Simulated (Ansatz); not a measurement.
A run of Ansatz 0.2.0 is set up as follows.

The input input.yaml:

```yaml
crystal:
  lattice:
    - [-3.80268156, -0.05658243, -0.02181512]
    - [-0.02191438, -0.03167986, -4.13033488]
    - [-0.11316485, -7.97351199, -0.06307272]
  atoms:
    - { symbol: Ba, position: [0.04486322, 0.90916552, 0.49511477] }
    - { symbol: Ba, position: [0.00814907, 0.9218096, 0.02441397] }
    - { symbol: Ti, position: [0.45719229, 0.52057169, 0.20538669] }
    - { symbol: Ti, position: [0.50231709, 0.47064326, 0.76225275] }
    - { symbol: O, position: [0.48144089, 0.03993233, 0.24039032] }
    - { symbol: O, position: [0.45628989, 0.07297889, 0.69356516] }
    - { symbol: O, position: [0.5380255, 0.54058565, 0.44980358] }
    - { symbol: O, position: [0.5290554, 0.55799572, 0.03050014] }
    - { symbol: O, position: [0.98202325, 0.45739828, 0.26038045] }
    - { symbol: O, position: [0.00064341, 0.50891906, 0.83819216] }
hamiltonian:
  xc: pbe
  pseudopotentials: { kind: paw }
kpoints:
  mp_grid: { grid: [7, 7, 4] }
scf:
  occupations: { method: fermi_dirac, width: 0.05 }
output:
  forces: true
  stress: true
  eigenvalues: true
  write_density: true
  write_potential: true
  elf: true
  volumetric_format: npy
relax:
  f_tol: 0.01
  max_steps: 40
  cell: { stress_tol: 0.05 }
```

Potentials or basis: Ansatz PAW.

Launch:

```sh
$ ansatz run input.yaml --threads 4 --pin off --max-ram 11264MiB --backend cpu --events-out ev --progress --plain --runs-dir out
```

Predict the relaxed cell.

a = 4.044 Å, b = 4.071 Å, c = 8.130 Å, α = 89.66°, β = 89.72°, γ = 89.71°.

Predict the band gap on the k mesh.

2.64 eV, indirect (least direct gap 2.85 eV).

Step by step:
```tsv
step	energy change (eV)	largest force (eV/Å)	volume (Å³)
1	0.0000	26.6299	125.20
2	-6.9199	10.5485	133.77
3	-9.4575	3.2219	134.55
4	-10.3065	1.1851	135.17
5	-10.4638	0.0361	134.01
6	-10.4674	0.0060	133.59
7	-10.4684	0.0021	133.36
8	-10.5155	0.0027	133.36
9	-10.5166	0.0598	133.97
10	-10.5175	0.0029	133.92
11	-10.5177	0.0006	133.87
12	-10.5203	0.0007	133.87
13	-10.5207	0.0010	133.86
14	-10.5207	0.0011	133.86
```

Caveat: odd divisions of the mesh miss points on the zone boundary, where band edges often lie, so the gap on the mesh can be too wide; the plane-wave basis is chosen anew once the cell has moved, so the energies of steps on either side of that aren't comparable; spin-orbit coupling is left out, which moves the levels of the heavy elements. A k mesh can miss the band edges.
